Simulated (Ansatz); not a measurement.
GaN: stiffness from a series of strains

```
CELL_PARAMETERS angstrom
0.00000 1.99250 1.99250
1.99250 0.00000 1.99250
1.99250 1.99250 0.00000
ATOMIC_POSITIONS crystal
Ga 0.50000 0.50000 0.50000
N 0.00000 0.00000 0.00000
```

Atoms are numbered in the order listed.

The conventional cell has a = 3.985 Å, b = 3.985 Å, c = 3.985 Å, α = 90.00°, β = 90.00°, γ = 90.00°. Ga (atom 1) is surrounded by 6 N at 1.99 Å. N (atom 2) is surrounded by 6 Ga at 1.99 Å.

The geometry is COD entry 1536825, unchecked; take it as a test cell.

These are results of DFT, PBEsol, all-electron LAPW, scalar-relativistic (Ansatz 0.2.0), not measurements.

Sampling and basis: a Γ-centred 13×13×13 k mesh, Fermi–Dirac smearing of 0.02 eV, basis error target 1 meV/atom, no spin polarisation.

The strain is applied along the Cartesian axes of the cell as listed (the other components stay zero). Fractional coordinates are held (clamped ions).

σ is the change of stress from the unstrained cell, which is at 58.8 GPa; tension is positive, so slopes are stress–strain coefficients at that pressure.

Only quantities that a quadratic follows smoothly over the whole series are listed; rougher ones are left out.

```tsv
εxx = εyy	σzz (GPa)	σxx (GPa)
-0.0300	-19.59	-39.71
-0.0200	-12.75	-24.97
-0.0100	-6.22	-11.79
0.0000	0.00	0.00
0.0100	5.93	10.53
0.0300	16.95	28.28
```

Fit the series and read off the stiffness at zero strain.

Least-squares fits y = p0 + p1 x + p2 x² to the rows give σzz (GPa): p1 = 609, p2 = -1500; σxx (GPa): p1 = 1130, p2 = -6400. So 2 C12 = 609 GPa and C11 + C12 = 1130 GPa.

One run, at εxx = εyy = 0.0200, is withheld. Predict its row.

The fits give 11.59, 20.09; the run gave 11.57, 19.92.
